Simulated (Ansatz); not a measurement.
# NaH (Pm-3m), stationary points along a deformation path

These are results of DFT LDA, scalar-relativistic, plane waves, PAW (Ansatz 0.2.0), not measurements. Settings: plane waves to 420 eV, k-mesh 12×12×12 (Γ-centred), Gaussian smearing 0.05 eV. No spin polarisation. Energies are free energies at this smearing, counted from the undisturbed cell; pressure is positive in compression.

The starting cell (as given, not relaxed at this level; it stands at -2.0 GPa; this CsCl-type form isn't the usual structure):

```
Na H
1.0
     2.95512    0.00000    0.00000
     0.00000    2.95512    0.00000
     0.00000    0.00000    2.95512
Na H
1 1
Direct
  0.00000 0.00000 0.00000
  0.50000 0.50000 0.50000
```

At fixed volume and fractional coordinates, lengths along (0.577, 0.577, 0.577) are scaled against those across it; ρ is that ratio over its starting value. V = 12.903 Å³/atom. Δσ is the stress along the axis less the mean stress across it (compression positive).

| ρ | ΔE (meV/atom) | Δσ (GPa) | space group |
| --- | --- | --- | --- |
| 0.500 | 518.9 | 54.73 | R-3m |
| 0.600 | 151.2 | 23.19 | R-3m |
| 0.710 | 22.7 | 7.02 | R-3m |
| 0.850 | -3.7 | -0.05 | R-3m |
| 0.930 | -1.4 | -0.61 | R-3m |
| 1.000 | 0.0 | 0.00 | Pm-3m |
| 1.080 | -2.6 | 1.37 | R-3m |
| 1.200 | -17.1 | 3.78 | R-3m |
| 1.410 | -63.7 | 6.60 | R-3m |
| 1.700 | -129.8 | 5.63 | R-3m |
| 2.000 | -157.7 | 0.00 | Fm-3m |

Problem. How does the stress give the slope of the energy, and where is the energy stationary?

Solution. Along the path d ln(length) is 2/3 d ln ρ on the axis and −1/3 d ln ρ across it, so dE/d ln ρ = −(2/3) V Δσ: the energy falls with ρ where Δσ is positive. Δσ vanishes or changes sign between ρ = 0.710 and 0.850, a minimum (near 0.85 by linear interpolation); at ρ = 1.000 (Pm-3m), a maximum at 0.0 meV/atom; at ρ = 2.000 (Fm-3m, an end of the scan), at -157.7 meV/atom. Pairs of stationary points between two samples would go unseen, and could change a minimum read from distant neighbours into a maximum. At ρ = 1.000, 2.000 the cell is cubic, where symmetry alone makes the stress isotropic and the slope zero.

Problem. Which shear constant sets the curvature at ρ = 1?

Solution. For a cubic crystal E/V = (2/3) C (ln ρ)² with C = C44, so Δσ = −2C ln ρ. The parabola of Δσ against ln ρ through ρ = 0.930, 1 and 1.080 gives C ≈ -6.5 GPa with the ions clamped, rough because the steps are large. It is the stress–strain coefficient at this cell's pressure of -2.0 GPa, not the zero-pressure constant. It is negative, so the cubic cell is unstable to this shear.

Problem. Is the start the lowest point of the path?

Solution. No: ρ = 2.000 lies 157.7 meV/atom lower, with no sampled rise above the start on the way. Volume and inner coordinates are held, so a relaxed structure there would lie lower still.